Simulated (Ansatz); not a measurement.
Here is an Ansatz 0.2.0 calculation.

The input input.yaml:

```yaml
crystal:
  lattice:
    - [0.0, 2.7218511865, 2.7218511865]
    - [2.7218511865, 0.0, 2.7218511865]
    - [2.7218511865, 2.7218511865, 0.0]
  atoms:
    - { symbol: Si, position: [0.5, 0.5, 0.5] }
    - { symbol: Si, position: [0.75, 0.75, 0.75] }
hamiltonian:
  xc: { exchange: slater, correlation: vwn5 }
  pseudopotentials: { kind: paw }
kpoints:
  mp_grid: { grid: [8, 8, 8] }
scf:
  occupations: { method: fermi_dirac, width: 0.05 }
output:
  forces: true
  stress: true
relax:
  f_tol: 0.01
  max_steps: 40
  cell: { stress_tol: 0.05 }
```

Potentials or basis: Ansatz PAW.

Launch:

```console
$ ansatz run input.yaml --threads 2 --pin off --max-ram 5120MiB --backend cpu --events-out ev --progress --plain --runs-dir out
```

Estimate the space group after relaxing (to 0.05 Å).

Fd-3m (No. 227).

Estimate the band gap on the k mesh.

0.49 eV.

Estimate the relaxed volume.

19.69 Å³/atom.

Predict the relaxed cell.

a = 3.819 Å, b = 3.819 Å, c = 3.819 Å, α = 60.00°, β = 60.00°, γ = 60.00°.

The path:
| step | energy change (eV) | largest force (eV/Å) | volume (Å³) |
| --- | --- | --- | --- |
| 1 | 0.0000 | 0.0000 | 40.33 |
| 2 | -0.0063 | 0.0000 | 39.61 |
| 3 | -0.0068 | 0.0000 | 39.38 |
| 4 | -0.0065 | 0.0000 | 39.38 |

Caveat: the plane-wave basis is chosen anew once the cell has moved, so the energies of steps on either side of that aren't comparable; the PAW data sets come from PBE, with cores solved anew for the run's functional, which leaves a small shift of forces and pressure. A k mesh can miss the band edges.
